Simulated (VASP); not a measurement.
Input of a VASP 6.6.1 run:

INCAR

```
PREC = Accurate
ENCUT = 520
EDIFF = 1E-6
ISMEAR = 0
SIGMA = 0.15
LREAL = False
LASPH = True
NELM = 100
ALGO = Fast
ISIF = 2
LWAVE = False
LCHARG = True
GGA = PS
LELF = True
LVHAR = True
NBANDS = 12
```

Contents of KPOINTS:

```
Automatic mesh
0
Gamma
  20 20 20
```

POSCAR

```
Ta
1.0
   -1.7008184000      1.7008184000      1.6512800000
    1.7008184000     -1.7008184000      1.6512800000
    1.7008184000      1.7008184000     -1.6512800000
Ta
1
Direct
    0.0000000000      0.0000000000      0.0000000000
```

Potentials or basis: VASP PAW PBE potentials, release 64 (Ta_pv).

Launch:

```bash
$ cat potpaw_PBE.64/Ta_pv/POTCAR > POTCAR
$ mpirun -np 1 vasp_std > vasp.out
```

Problem. Predict the pressure.

Solution. -13.9 GPa.

Problem. What does it give for the band gap on the k mesh?

Solution. None (metal or under the smearing width).

Stress tensor (GPa, compression positive):
```
-14.80   0.00   0.00
  0.00 -14.80   0.00
  0.00   0.00 -12.06
```

Caveat: the PAW data sets were made with another functional, which shifts forces and pressure a little. The run has no spin-orbit coupling, so splittings on Ta are missing.
